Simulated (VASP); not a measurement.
# BaHfO3 in VASP: how settings move the PBE single point

Aim: see what changed inputs do to the PBE single point of BaHfO3 (cubic perovskite), under -2.0 % equal strain in all directions.

Program: VASP 6.6.1. PAW datasets, plane waves. Calculated at 0 K for a non-magnetic cell.

## (1) The system as given

The cell comes from an earlier relaxation with r2SCAN in another program.

Space group Pm-3m (No. 221), cubic; conventional cell a = 4.094 Å, 13.72 Å³ an atom. Near Ba stand 12 O at 2.89 Å; near Hf stand 6 O at 2.05 Å; near O stand 2 Hf at 2.05 Å and 4 Ba at 2.89 Å.

As a file:

```xyz
5
Lattice="4.0935 0.0000 0.0000 0.0000 4.0935 0.0000 0.0000 0.0000 4.0935" Properties=species:S:1:pos:R:3 pbc="T T T"
Ba    0.0000    0.0000    0.0000
Hf    2.0468    2.0468    2.0468
O     2.0468    2.0468    0.0000
O     2.0468    0.0000    2.0468
O     0.0000    2.0468    2.0468
```

## (2) Baseline

INCAR

```
ENCUT = 520.000000
SIGMA = 0.020000
EDIFF = 1.00e-07
GGA = PE
PREC = Accurate
IBRION = -1
ISIF = 2
ISMEAR = -1
NBANDS = 27
NELM = 120
NSW = 0
LASPH = .TRUE.
LCHARG = .FALSE.
LWAVE = .FALSE.
LREAL = .FALSE.
```

KPOINTS

```
KPOINTS created by Atomic Simulation Environment
0
Gamma
6 6 6
0 0 0
```

POSCAR

```
Ba Hf O
 1.0000000000000000
     4.0935175953999998    0.0000000000000000    0.0000000000000000
     0.0000000000000000    4.0935175953999998    0.0000000000000000
     0.0000000000000000    0.0000000000000000    4.0935175953999998
 Ba  Hf  O
   1   1   3
Cartesian
  0.0000000000000000  0.0000000000000000  0.0000000000000000
  2.0467587976999995  2.0467587976999995  2.0467587976999995
  2.0467587976999995  2.0467587976999995  0.0000000000000000
  2.0467587976999995  0.0000000000000000  2.0467587976999995
  0.0000000000000000  2.0467587976999995  2.0467587976999995
```

A file KPOINTS_OPT adds named points for the levels; it doesn't enter the self-consistent loop.

Potentials: the recommended PBE PAW datasets, 38 valence electrons.

The run is started by

```bash
$ mpirun -np 1 vasp_std
```

## (3) Variant 1

INCAR, as its differences from that of step 2:

```diff
@@ -9,3 +9,2 @@
 NBANDS = 27
-NELM = 120
 NSW = 0
@@ -15 +14,2 @@
 LREAL = .FALSE.
+NELM = 77
```

KPOINTS

```
KPOINTS created by Atomic Simulation Environment
0
Monkhorst-Pack
6 6 6
0 0 0
```

POSCAR is that of step 2.

## (4) Variant 2

INCAR

```
ENCUT = 520.000000
EDIFF = 1.00e-07
GGA = PE
PREC = Accurate
IBRION = -1
ISIF = 2
NBANDS = 27
NSW = 0
LASPH = .TRUE.
LCHARG = .FALSE.
LWAVE = .FALSE.
LREAL = .FALSE.
ISMEAR = 0
SIGMA = 0.2
NELM = 82
```

KPOINTS is that of step 2.

POSCAR is that of step 2.

## (5) Variant 3

INCAR, as its differences from that of step 2:

```diff
@@ -15 +15,2 @@
 LREAL = .FALSE.
+AMIX = 0.1
```

KPOINTS is that of step 2.

POSCAR is that of step 2.

What does the calculation give? Wanted: for each run, changed; ending; energy change; pressure; electronic steps; usable.

The runs gave:

| run | changed | ending | energy change (meV/atom) | pressure (GPa) | gap on the mesh (eV; negative: overlap) | electronic steps | time | usable |
| --- | --- | --- | --- | --- | --- | --- | --- | --- |
| ref. | – | converged | 0 | 14.7 | 3.69 | 16 | 30 s | yes |
| 1 | NELM = 77, shifted mesh | converged | -0.1 | 14.7 | 4.14 | 16 | 17 s | yes |
| 2 | ISMEAR = 0, SIGMA = 0.2, NELM = 82 | converged | 0.0 | 14.7 | 3.69 | 16 | 34 s | yes |
| 3 | AMIX = 0.1 | converged | 0.0 | 14.7 | 3.69 | 26 | 45 s | yes |

**Reading.** Of 3 altered inputs, 3 gave usable results. Among the usable ones with comparable energies, «NELM = 77, shifted mesh» moves the energy most, by -0.1 meV/atom.

Spin-orbit coupling is left out, though the cell holds Hf; it can move the gap.
